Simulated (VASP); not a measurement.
# Al (Fm-3m) in VASP: a series of runs

The runs below take Al through relaxation of cell and atoms, single point, with r2SCAN.

Everything below comes from runs of VASP 6.6.1. Logs are shortened: lines on timing, memory, paths and dates and some standing lists are left out, and cuts for length are marked.

### Step 1. The structure

Symmetry: Fm-3m, No. 225, cubic system. Conventional cell: a = 4.050 Å, b = 4.050 Å, c = 4.050 Å, α = 90.00°, β = 90.00°, γ = 90.00°. Around Al (site symmetry m-3m) lie 12 Al at 2.86 Å.

### Step 2. Relaxation of cell and atoms, r2SCAN

The input, INCAR:

```
ALGO     = Normal         # electronic algorithm
EDIFF    = 1E-7           # SCF threshold, eV
EDIFFG   = -0.002         # ionic threshold
ENCUT    = 520            # plane-wave cutoff, eV
IBRION   = 2              # ionic algorithm
ISIF     = 3              # what is computed and relaxed
ISMEAR   = 0              # smearing method
LASPH    = True           # aspherical terms in the spheres
LCHARG   = False          # write CHGCAR
LMIXTAU  = True         
LREAL    = False          # projectors in reciprocal space
LWAVE    = False          # write WAVECAR
METAGGA  = R2SCAN         # meta-GGA
NELM     = 100            # most SCF steps
NSW      = 80             # ionic steps
PREC     = Accurate       # precision mode
SIGMA    = 0.1            # smearing width, eV
```

The input, KPOINTS:

```
k-points
0
Gamma
  18 18 18
```

The input, POSCAR:

```
Al
1.0
    0.0000000000      2.0248050000      2.0248050000
    2.0248050000      0.0000000000      2.0248050000
    2.0248050000      2.0248050000      0.0000000000
Al
1
Direct
    0.0000000000      0.0000000000      0.0000000000
```

Potentials or basis: VASP PAW PBE potentials, release 64 (Al).

On the command line:

```
cat potpaw_PBE.64/Al/POTCAR > POTCAR
mpirun -np 1 vasp_std > vasp.out
```

OUTCAR:

```text
EDIFF = 1E-7
   EDIFFG = -0.002
   ENCUT = 520
   IBRION = 2
   ISIF = 3
   ISMEAR = 0
   LASPH = True
   LREAL = False
   METAGGA = R2SCAN
   NELM = 100
   NSW = 80
   PREC = Accurate

 ion  position               nearest neighbor table
   1  0.000  0.000  0.000-

  LATTYP: Found a face centered cubic cell.
 ALAT       =     4.0496100000

  Lattice vectors:

 A1 = (   0.0000000000,   2.0248050000,   2.0248050000)
 A2 = (   2.0248050000,   0.0000000000,   2.0248050000)
 A3 = (   2.0248050000,   2.0248050000,   0.0000000000)

Analysis of symmetry for initial positions (statically):
=====================================================================
 Subroutine PRICEL returns:
 Original cell was already a primitive cell.

 Routine SETGRP: Setting up the symmetry group for a
 face centered cubic supercell.

 Subroutine GETGRP returns: Found 48 space group operations
 (whereof 48 operations were pure point group operations)
 out of a pool of 48 trial point group operations.

The static configuration has the point symmetry O_h .

Analysis of symmetry for dynamics (positions and initial velocities):
=====================================================================
 Subroutine PRICEL returns:
 Original cell was already a primitive cell.

 Routine SETGRP: Setting up the symmetry group for a
 face centered cubic supercell.

 Subroutine GETGRP returns: Found 48 space group operations
 (whereof 48 operations were pure point group operations)
 out of a pool of 48 trial point group operations.

The dynamic configuration has the point symmetry O_h .

 Subroutine INISYM returns: Found 48 space group operations
 (whereof 48 operations are pure point group operations),
 and found     1 'primitive' translations

----------------------------------------------------------------------------------------

                                     Primitive cell

  volume of cell :      16.6027

  direct lattice vectors                    reciprocal lattice vectors
     0.000000000  2.024805000  2.024805000    -0.246937359  0.246937359  0.246937359
     2.024805000  0.000000000  2.024805000     0.246937359 -0.246937359  0.246937359
     2.024805000  2.024805000  0.000000000     0.246937359  0.246937359 -0.246937359

  length of vectors
     2.863506692  2.863506692  2.863506692     0.427708053  0.427708053  0.427708053

  position of ions in fractional coordinates (direct lattice)
     0.000000000  0.000000000  0.000000000

  ion indices of the primitive-cell ions
   primitive index   ion index
                 1           1

----------------------------------------------------------------------------------------

 KPOINTS: k-points

Automatic generation of k-mesh.
 Grid dimensions read from file:
 generate k-points for:   18   18   18

 Generating k-lattice:

  Cartesian coordinates                     Fractional coordinates (reciprocal lattice)
    -0.013718742  0.013718742  0.013718742     0.055555556  0.000000000  0.000000000
     0.013718742 -0.013718742  0.013718742     0.000000000  0.055555556  0.000000000
     0.013718742  0.013718742 -0.013718742     0.000000000  0.000000000  0.055555556

  Length of vectors
     0.023761558  0.023761558  0.023761558

  Shift w.r.t. Gamma in fractional coordinates (k-lattice)
     0.000000000  0.000000000  0.000000000

 Subroutine IBZKPT returns following result:
 ===========================================

 Found    195 irreducible k-points:

 Following reciprocal coordinates:
            Coordinates               Weight
  0.000000  0.000000  0.000000      1.000000
  0.055556  0.000000  0.000000      8.000000
  0.111111  0.000000  0.000000      8.000000
  0.166667  0.000000  0.000000      8.000000
  0.222222  0.000000  0.000000      8.000000
  0.277778  0.000000  0.000000      8.000000
[... 16 lines left out ...]
 -0.277778  0.055556  0.000000     24.000000
 -0.222222  0.055556  0.000000     24.000000
 [... further k-points ...]
   k-points           NKPTS =    195   k-points in BZ     NKDIM =    195   number of bands    NBANDS=      5
   number of dos      NEDOS =    301   number of ions     NIONS =      1
   total plane-waves  NPLWV =  13824
   dimension x,y,z NGX =    24 NGY =   24 NGZ =   24
   dimension x,y,z NGXF=    48 NGYF=   48 NGZF=   48
   ions per type =               1
   NGX,Y,Z   is equivalent  to a cutoff of  13.93, 13.93, 13.93 a.u.
   NGXF,Y,Z  is equivalent  to a cutoff of  27.87, 27.87, 27.87 a.u.
 SYSTEM =  unknown system
   PREC   = accura    normal or accurate (medium, high low for compatibility)
   ISTART =      0    job   : 0-new  1-cont  2-samecut
   ICHARG =      2    charge: 1-file 2-atom 10-const
   ISPIN  =      1    spin polarized calculation?
   LNONCOLLINEAR =      F non collinear calculations
   LSORBIT =      F    spin-orbit coupling
   LASPH  =      T    aspherical Exc in radial PAW
   ENCUT  =  520.0 eV  38.22 Ry    6.18 a.u.   5.32  5.32  5.32*2*pi/ulx,y,z
   NELM   =    100;   NELMIN=  2; NELMDL= -5     # of ELM steps
   EDIFF  = 0.1E-06   stopping-criterion for ELM
   LREAL  =      F    real-space projection
   EDIFFG = -.2E-02   stopping-criterion for IOM
   NSW    =     80    number of steps for IOM
   IBRION =      2    ionic relax: 0-MD 1-quasi-New 2-CG
   NFREE  =      1    steps in history (QN), initial steepest desc. (CG)
   ISIF   =      3    stress and relaxation
   ISYM   =      2    0-nonsym 1-usesym 2-fastsym
   POTIM  = 0.5000    time-step for ionic-motion
   TEBEG  =    0.0;   TEEND  =   0.0 temperature during run
   PSTRESS=    0.0 pullay stress
   NELECT =       3.0000    total number of electrons
   NUPDOWN=      -1.0000    fix difference up-down
   EMIN   =  10.00;   EMAX   =-10.00  energy-range for DOS
   EFERMI =   0.00;   METHOD = LEGACY
   ISMEAR =     0;   SIGMA  =   0.10  broadening in eV -4-tet -1-fermi 0-gaus
   EFERMI_NEDOS =   21; number of points for ismear=-14 and -15
   IALGO  =     38    algorithm
   IMIX   =      4    mixing-type and parameters
     AMIX     =   0.40;   BMIX     =  1.00
     AMIX_MAG =   1.60;   BMIX_MAG =  1.00
  volume/ion in A,a.u.               =      16.60       112.04
  Fermi-wavevector in a.u.,A,eV,Ry     =   0.925526  1.748991 11.654733  0.856599
  Thomas-Fermi vector in A             =   2.051390
   LORBIT       =      0    0 simple, 1 ext, 2 COOP (PROOUT), +10 PAW based schemes
   METAGGA = R2SCAN    functional components
   LHFCALC =     F    Hartree Fock is set to
   AEXX    =    0.0000 exact exchange contribution
   IVDW    =     0    specifies the selected vdW correction
   LEPSILON=     F    determine dielectric tensor
   LRPA    =     F    only Hartree local field effects (RPA)
 conjugate gradient relaxation of ions
 non-spin polarized calculation
 Gauss-broadening in eV      SIGMA  =   0.10
  energy-cutoff  :      520.00
  volume of cell :       16.60
 maximum number of plane-waves:       459
 NGX is ok and might be reduce to    24
   NGX = 11   NGY = 11   NGZ = 11

--------------------------------------- Ionic step        1  -------------------------------------------

 number of electron       3.0000000 magnetization

 Free energy of the ion-electron system (eV)
  ---------------------------------------------------
  ext. energy  EPLUGINS =         0.00000000
  ---------------------------------------------------
  free energy    TOTEN  =        -6.72737798 eV

  energy without entropy =       -6.72458455  energy(sigma->0) =       -6.72598126

------------------------ aborting loop because EDIFF is reached ----------------------------------------

  FORCE on cell =-STRESS in cart. coord.  units (eV):
  Direction    XX          YY          ZZ          XY          YZ          ZX
  --------------------------------------------------------------------------------------
  -------------------------------------------------------------------------------------
  Total       -0.4009075     -0.4009075     -0.4009075     -0.0000000     -0.0000000      0.0000000
  in kB      -38.6879035    -38.6879035    -38.6879035     -0.0000000     -0.0000000      0.0000000
  external PRESSURE =     -38.6879035 kB  Pullay stress =       0.0000000 kB
[... 86 lines left out ...]
  FREE ENERGIE OF THE ION-ELECTRON SYSTEM (eV)
  ---------------------------------------------------
  free  energy   TOTEN  =        -6.7370519411 eV

  energy  without entropy=       -6.7345377174  energy(sigma->0) =       -6.73579483

[... ionic steps 4 to 14 ...]

--------------------------------------- Ionic step       15  -------------------------------------------

 number of electron       3.0000000 magnetization

------------------------ aborting loop because EDIFF is reached ----------------------------------------

  FORCE on cell =-STRESS in cart. coord.  units (eV):
  Direction    XX          YY          ZZ          XY          YZ          ZX
  --------------------------------------------------------------------------------------
  -------------------------------------------------------------------------------------
  Total       -0.0035706     -0.0035706     -0.0035706      0.0000000      0.0000000     -0.0000000
  in kB       -0.3608594     -0.3608594     -0.3608594      0.0000000      0.0000000     -0.0000000
  external PRESSURE =      -0.3608594 kB  Pullay stress =       0.0000000 kB
[... 55 lines left out ...]
  energy  without entropy=       -6.7345326210  energy(sigma->0) =       -6.73579171

--------------------------------------- Ionic step       17  -------------------------------------------

 number of electron       3.0000000 magnetization

 Free energy of the ion-electron system (eV)
  ---------------------------------------------------
  ext. energy  EPLUGINS =         0.00000000
  ---------------------------------------------------
  free energy    TOTEN  =        -6.73705195 eV

  energy without entropy =       -6.73453621  energy(sigma->0) =       -6.73579408

 E-fermi :   8.4488     XC(G=0): -11.0572

 val. band max:        8.4407323830   @ k =  -0.3333   0.4444   0.1111
 cond. band min:       8.4902841071   @ k =  -0.3333   0.3889   0.0556
 fundamental gap:      0.0495517242
 Fermi energy:         8.4487521185

 k-point     1 :       0.0000    0.0000    0.0000
  band No.  band energies     occupation
      1      -3.6829      2.00000
      2      21.9984      0.00000
      3      21.9984      0.00000
      4      21.9984      0.00000
      5      24.2328      0.00000

 k-point     2 :       0.0556    0.0000    0.0000
  band No.  band energies     occupation
      1      -3.5913      2.00000
      2      20.4690      0.00000
      3      21.7448      0.00000
      4      21.7448      0.00000
      5      24.6331      0.00000
[... 169 lines left out ...]
 k-point    24 :      -0.2222    0.0556    0.0000
  band No.  band energies     occupation
      1      -1.8933      2.00000
      2      12.6217      0.00000
      3      18.6120      0.00000
      4      21.6920      0.00000
      5      23.6343      0.00000

 [... further k-points ...]

------------------------ aborting loop because EDIFF is reached ----------------------------------------

  FORCE on cell =-STRESS in cart. coord.  units (eV):
  Direction    XX          YY          ZZ          XY          YZ          ZX
  --------------------------------------------------------------------------------------
  -------------------------------------------------------------------------------------
  Total        0.0018425      0.0018425      0.0018425      0.0000000      0.0000000     -0.0000000
  in kB        0.1863067      0.1863067      0.1863067      0.0000000      0.0000000     -0.0000000
  external PRESSURE =       0.1863067 kB  Pullay stress =       0.0000000 kB
[... 16 lines left out ...]
  FREE ENERGIE OF THE ION-ELECTRON SYSTEM (eV)
  ---------------------------------------------------
  free  energy   TOTEN  =        -6.7370519536 eV

  energy  without entropy=       -6.7345362054  energy(sigma->0) =       -6.73579408

 reached required accuracy - stopping structural energy minimisation
```

It took 6.1 min on 1 thread of AMD EPYC 9R14 (Zen 4), shared host; peak memory 0.12 GiB.

What came out:

- Free energy: -6.7371 eV
- Relaxed volume: 15.84 Å³/atom
- Relaxed cell: a = 2.819 Å, b = 2.819 Å, c = 2.819 Å, α = 60.00°, β = 60.00°, γ = 60.00°
- Space group after relaxing (to 0.05 Å): Fm-3m (No. 225)
- Energy gained by relaxing: 9.7 meV/atom
- Ionic steps: 17
- Pressure after relaxing: 0.0 GPa
- Band gap on the k mesh: none (metal or under the smearing width)

The path:
```tsv
step	energy change (eV)	largest force (eV/Å)	pressure (GPa)	volume (Å³)
1	0.0000	0.0000	-3.87	16.60
2	-0.0090	0.0000	1.15	15.66
3	-0.0097	0.0000	0.04	15.84
4	-0.0097	0.0000	-0.05	15.86
5	-0.0097	0.0000	-0.05	15.86
6	-0.0097	0.0000	-0.05	15.86
7	-0.0097	0.0000	-0.05	15.86
8	-0.0097	0.0000	-0.05	15.86
9	-0.0097	0.0000	-0.05	15.86
10	-0.0097	0.0000	-0.05	15.86
11	-0.0097	0.0000	-0.05	15.86
12	-0.0097	0.0000	-0.05	15.86
13	-0.0097	0.0000	-0.04	15.86
14	-0.0097	0.0000	-0.04	15.85
15	-0.0097	0.0000	-0.04	15.85
16	-0.0097	0.0000	-0.02	15.85
17	-0.0097	0.0000	0.02	15.84
```

Final structure:
```
CELL_PARAMETERS angstrom
0.00000 1.99351 1.99351
1.99351 0.00000 1.99351
1.99351 1.99351 0.00000
ATOMIC_POSITIONS crystal
Al 0.00000 0.00000 0.00000
```

Caveat: the PAW data sets were made with another functional, which shifts forces and pressure a little.

(Continued in part 2 of 2.)
